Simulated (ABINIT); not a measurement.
# LiCl (Fm-3m) in ABINIT: a series of runs, part 2 of 2

ABINIT 10.8.3 (patched build).

## Step 3: Band structure, LDA

The input, run.abi:

```
# Datasets: ground state, then fixed potential
ndtset 2

# Pseudopotentials
pp_dirpath "./"
pseudos "Cl.LDA_PW-JTH.xml, Li.LDA_PW-JTH.xml"

# Structure
acell 6.8542870774 6.8542870774 6.8542870774
rprim
     0.0000000000     0.7071067812     0.7071067812
     0.7071067812     0.0000000000     0.7071067812
     0.7071067812     0.7071067812     0.0000000000
ntypat 2
znucl 17 3
natom 2
typat 1 2
xred
     0.5000000000     0.5000000000     0.5000000000
     0.0000000000     0.0000000000     0.0000000000

# Plane-wave basis
ecut 680.284656 eV
pawecutdg 47.0

# Exchange and correlation
ixc 7

# Bands and occupations
occopt 3
tsmear 0.05 eV

# SCF cycle
nstep 100

# Output
iomode 3
prtwf 0
prteig 0
prtebands 0
prtden1 1
prtvha1 1
prtvclmb1 1
prtpot1 1

# Dataset 1
kptopt1 1
ngkpt1 9 9 9
nshiftk1 1
shiftk1 0.0 0.0 0.0
nband1 9
tolvrs1 1.0e-9

# Dataset 2: bands along G-X-W-K-G-L-U-W-L-K
iscf2 -2
getden2 1
nband2 13
nbdbuf2 2
tolwfr2 1.0e-12
kptopt2 -9
ndivsm2 8
prteig2 1
kptbounds2
     0.0000000000     0.0000000000     0.0000000000
     0.5000000000     0.0000000000     0.5000000000
     0.5000000000     0.2500000000     0.7500000000
     0.3750000000     0.3750000000     0.7500000000
     0.0000000000     0.0000000000     0.0000000000
     0.5000000000     0.5000000000     0.5000000000
     0.6250000000     0.2500000000     0.6250000000
     0.5000000000     0.2500000000     0.7500000000
     0.5000000000     0.5000000000     0.5000000000
     0.3750000000     0.3750000000     0.7500000000
```

Potentials or basis: JTH PAW LDA v2.0.

On the command line:

```bash
> abinit run.abi > log 2>&1
```

run.abo:

```text
.Version 10.8.3 of ABINIT
 DATASET    1 : space group Fm -3 m (#225); Bravais cF (face-center cubic)
================================================================================
 Values of the parameters that define the memory need for DATASET  1.
     intxc =       0    ionmov =       0      iscf =      17    lmnmax =       9
     lnmax =       5     mgfft =      32  mpssoang =       2    mqgrid =    3001
     natom =       2  nloc_mem =       2    nspden =       1   nspinor =       1
    nsppol =       1      nsym =      48    n1xccc =       1    ntypat =       2
    occopt =       3   xclevel =       1
       mpw =        1372          nfft =       32768          nkpt =          35
 PAW method is used; the additional fine FFT grid is defined by:
   mgfftf=        45    nfftf =     91125
================================================================================
================================================================================

 DATASET    2 : space group Fm -3 m (#225); Bravais cF (face-center cubic)
================================================================================
 Values of the parameters that define the memory need for DATASET  2.
     intxc =       0    ionmov =       0      iscf =      -2    lmnmax =       9
     lnmax =       5     mgfft =      32  mpssoang =       2    mqgrid =    3001
     natom =       2  nloc_mem =       2    nspden =       1   nspinor =       1
    nsppol =       1      nsym =      48    n1xccc =       1    ntypat =       2
    occopt =       3   xclevel =       1
[... 1212 lines left out ...]
  -1.54907   -0.47607   -0.00250    0.00616    0.00616    0.25175    0.40857    0.43299
[... 386 lines left out ...]
  -1.54893   -0.45149   -0.08121   -0.05088   -0.01277    0.29691    0.36721    0.39979
   0.41671    0.53677    0.60193    0.66323    0.77305
 kpt# 136, nband= 13, wtk=  1.00000, kpt=  0.4018  0.4018  0.6964 (reduced coord)
  -1.54893   -0.45072   -0.07988   -0.05533   -0.01479    0.29739    0.37333    0.40788
   0.41185    0.52789    0.60341    0.66916    0.77908
 kpt# 137, nband= 13, wtk=  1.00000, kpt=  0.3929  0.3929  0.7143 (reduced coord)
  -1.54893   -0.45006   -0.07970   -0.05776   -0.01666    0.29722    0.37499    0.41156
   0.41573    0.52045    0.60628    0.67432    0.76439
 kpt# 138, nband= 13, wtk=  1.00000, kpt=  0.3839  0.3839  0.7321 (reduced coord)
  -1.54892   -0.44954   -0.08090   -0.05785   -0.01836    0.29681    0.37164    0.41540
   0.42316    0.51495    0.61059    0.67802    0.75417
 kpt# 139, nband= 13, wtk=  1.00000, kpt=  0.3750  0.3750  0.7500 (reduced coord)
  -1.54892   -0.44920   -0.08291   -0.05612   -0.01985    0.29641    0.36572    0.41999
   0.43003    0.51189    0.61631    0.67975    0.74280

== END DATASET(S) ==============================================================
================================================================================

 -outvars: echo values of variables after computation  --------
            acell      6.8542870774E+00  6.8542870774E+00  6.8542870774E+00 Bohr
           etotal1    -2.2714106627E+01
            fcart1    -0.0000000000E+00 -0.0000000000E+00 -0.0000000000E+00
                      -0.0000000000E+00 -0.0000000000E+00 -0.0000000000E+00
            rprim      0.0000000000E+00  7.0710678120E-01  7.0710678120E-01
                       7.0710678120E-01  0.0000000000E+00  7.0710678120E-01
                       7.0710678120E-01  7.0710678120E-01  0.0000000000E+00
           strten1     1.0887424454E-04  1.0887424454E-04  1.0887424454E-04
                       0.0000000000E+00  0.0000000000E+00  0.0000000000E+00
           xangst      2.5647699983E+00  2.5647699983E+00  2.5647699983E+00
                       0.0000000000E+00  0.0000000000E+00  0.0000000000E+00
             xred      5.0000000000E-01  5.0000000000E-01  5.0000000000E-01
                       0.0000000000E+00  0.0000000000E+00  0.0000000000E+00
 Calculation completed.
```

Wall time 44 s (1 thread of Arm Neoverse V2, shared host); peak memory 0.11 GiB.

What came out:

| Item | Value |
| --- | --- |
| Free energy | -618.0823 eV |
| Pressure | -3.2 GPa |
| Band gap on the k mesh | 5.98 eV, direct |
| Band gap along the path | 5.98 eV, indirect (least direct gap 5.98 eV) |
| Valence electrons inside the program's atomic spheres | Cl 4.33; Li 2.04 |

Levels at the corners of the path, in eV from the valence-band top:
```csv
point,band 1,band 2,band 3,band 4,band 5,band 6,band 7,band 8,band 9,band 10
Γ,-42.47,-13.35,-0.01,-0.01,-0.01,5.98,11.59,11.59,11.59,14.12
X,-42.47,-12.51,-3.00,-1.14,-1.14,7.57,7.96,12.09,13.73,13.73
W,-42.47,-12.52,-2.20,-2.20,-1.10,9.26,9.76,10.11,10.11,15.53
K,-42.47,-12.54,-2.57,-1.85,-0.86,7.75,9.63,11.11,11.38,13.61
Γ,-42.47,-13.35,-0.01,-0.01,-0.01,5.98,11.59,11.59,11.59,14.12
L,-42.47,-12.77,-2.90,-0.26,-0.26,6.38,9.14,9.14,12.66,16.57
U,-42.47,-12.54,-2.57,-1.85,-0.86,7.75,9.63,11.11,11.38,13.61
W,-42.47,-12.52,-2.20,-2.20,-1.10,9.26,9.76,10.11,10.11,15.53
L,-42.47,-12.77,-2.90,-0.26,-0.26,6.38,9.14,9.14,12.66,16.57
K,-42.47,-12.54,-2.57,-1.85,-0.86,7.75,9.63,11.11,11.38,13.61
```

## Step 4: Equation of state, LDA

The input, run.abi:

```
ndtset 7
getwfk -1
scalecart1 3*0.9795861087
scalecart2 3*0.9864848297
scalecart3 3*0.9932883884
scalecart4 3*1.0000000000
scalecart5 3*1.0066227096
scalecart6 3*1.0131594038
scalecart7 3*1.0196128224

pp_dirpath "./"
pseudos "Cl.LDA_PW-JTH.xml, Li.LDA_PW-JTH.xml"

acell 3.6271325184 3.6271325184 3.6271325184 Angstrom
rprim
     0.0000000000     0.7071067812     0.7071067812
     0.7071067812     0.0000000000     0.7071067812
     0.7071067812     0.7071067812     0.0000000000
ntypat 2
znucl 17 3
natom 2
typat 1 2
xred
     0.5000000000     0.5000000000     0.5000000000
     0.0000000000     0.0000000000     0.0000000000

ecut 25.0
pawecutdg 47.0

kptopt 1
ngkpt 9 9 9
nshiftk 1
shiftk 0.0 0.0 0.0

ixc 7

nband 9
occopt 3
tsmear 0.00183747

nstep 100
tolvrs 1.0e-9

iomode 3
prtwf 1
prtden 0
prteig 0
prtebands 0
enunit 1
```

On the command line:

```bash
> abinit run.abi > log 2>&1
```

Run time: 53 s. Hardware: 1 thread of Arm Neoverse V2, shared host; peak memory 0.12 GiB.

The run converged. Its results:

* Equilibrium volume: 15.34 Å³/atom (rough: see the caveat)
* Bulk modulus: 37 GPa (rough)

Energy against volume, from the lowest point:
```tsv
volume (Å³/atom)	energy (meV/atom)
15.859	0.00
16.196	3.15
16.534	7.78
16.871	13.63
17.209	20.63
17.546	28.72
17.883	37.84
```

Caveat: pressures at fixed basis lie under the slope of the energies; the fit is doubtful: noisy points or a state that changes with volume; the minimum lies outside the volumes run.

## Step 5: Band structure, revPBE

The input, run.abi:

```
# Datasets: ground state, then fixed potential
ndtset 2

# Pseudopotentials
pp_dirpath "./"
pseudos "Cl.GGA_PBE-JTH.xml, Li.GGA_PBE-JTH.xml"

# Structure
acell 3.6271325184 3.6271325184 3.6271325184 Angstrom
rprim
     0.0000000000     0.7071067812     0.7071067812
     0.7071067812     0.0000000000     0.7071067812
     0.7071067812     0.7071067812     0.0000000000
ntypat 2
znucl 17 3
natom 2
typat 1 2
xred
     0.5000000000     0.5000000000     0.5000000000
     0.0000000000     0.0000000000     0.0000000000

# Plane-wave basis
ecut 25.0
pawecutdg 47.0

# Exchange and correlation
ixc 14

# Bands and occupations
occopt 3
tsmear 0.05 eV

# SCF cycle
nstep 100

# Output
iomode 3
prtwf 0
prteig 0
prtebands 0
prtden1 1

# Dataset 1
kptopt1 1
ngkpt1 9 9 9
nshiftk1 1
shiftk1 0.0 0.0 0.0
nband1 9
tolvrs1 1.0e-9

# Dataset 2: bands along G-X-W-K-G-L-U-W-L-K
iscf2 -2
getden2 1
nband2 13
nbdbuf2 2
tolwfr2 1.0e-12
kptopt2 -9
ndivsm2 5
prteig2 1
kptbounds2
     0.0000000000     0.0000000000     0.0000000000
     0.5000000000     0.0000000000     0.5000000000
     0.5000000000     0.2500000000     0.7500000000
     0.3750000000     0.3750000000     0.7500000000
     0.0000000000     0.0000000000     0.0000000000
     0.5000000000     0.5000000000     0.5000000000
     0.6250000000     0.2500000000     0.6250000000
     0.5000000000     0.2500000000     0.7500000000
     0.5000000000     0.5000000000     0.5000000000
     0.3750000000     0.3750000000     0.7500000000
```

Potentials or basis: JTH PAW PBE v2.0.

On the command line:

```bash
> abinit run.abi > log 2>&1
```

It took 32 s on 1 thread of Arm Neoverse V2, shared host; peak memory 0.12 GiB.

The run converged. Its results:

| Item | Value |
| --- | --- |
| Free energy | -619.6517 eV |
| Pressure | 2.1 GPa |
| Band gap on the k mesh | 6.52 eV, direct |
| Band gap along the path | 6.52 eV, direct |
| Valence electrons inside the program's atomic spheres | Cl 4.36; Li 2.04 |

Levels at the corners of the path, in eV from the valence-band top:
```
point  band 1  band 2  band 3  band 4  band 5  band 6  band 7  band 8  band 9  band 10
    Γ  -43.68  -13.39    0.00    0.00    0.00    6.52   11.87   11.87   11.87    14.38
    X  -43.68  -12.59   -2.85   -1.09   -1.09    7.97    8.37   12.63   14.35    14.35
    W  -43.68  -12.60   -2.08   -2.08   -1.05    9.61   10.28   10.52   10.52    16.05
    K  -43.68  -12.62   -2.44   -1.75   -0.82    8.19   10.00   11.57   11.84    14.16
    Γ  -43.68  -13.39    0.00    0.00    0.00    6.52   11.87   11.87   11.87    14.38
    L  -43.68  -12.83   -2.78   -0.26   -0.26    6.92    9.58    9.58   13.15    16.67
    U  -43.68  -12.62   -2.44   -1.75   -0.82    8.19   10.00   11.57   11.84    14.16
    W  -43.68  -12.60   -2.08   -2.08   -1.05    9.61   10.28   10.52   10.52    16.05
    L  -43.68  -12.83   -2.78   -0.26   -0.26    6.92    9.58    9.58   13.15    16.67
    K  -43.68  -12.62   -2.44   -1.75   -0.82    8.19   10.00   11.57   11.84    14.16
```

Caveat: the PAW data sets were made with another functional, which shifts forces and pressure a little.

## Step 6: The runs side by side

| task | level | potentials or basis | gap on the mesh (eV) | pressure (GPa) |
| --- | --- | --- | --- | --- |
| equation of state | BLYP+D2 | JTH PAW PBE v2.0 | - | - |
| band structure | LDA | JTH PAW LDA v2.0 | 5.98 | -3.2 |
| equation of state | LDA | JTH PAW LDA v2.0 | - | - |
| band structure | revPBE | JTH PAW PBE v2.0 | 6.52 | 2.1 |

Alike in all rows: no spin polarisation; cell as given; k mesh 9 × 9 × 9; cutoff (eV) 680; smearing fermi-dirac 0.05 eV.

Caveats: pressures at fixed basis lie under the slope of the energies (some runs); the PAW data sets were made with another functional, which shifts forces and pressure a little (some runs); the fit is doubtful: noisy points or a state that changes with volume (some runs); the minimum lies outside the volumes run (some runs).

Absolute energies hang on the potentials; compare differences alone.
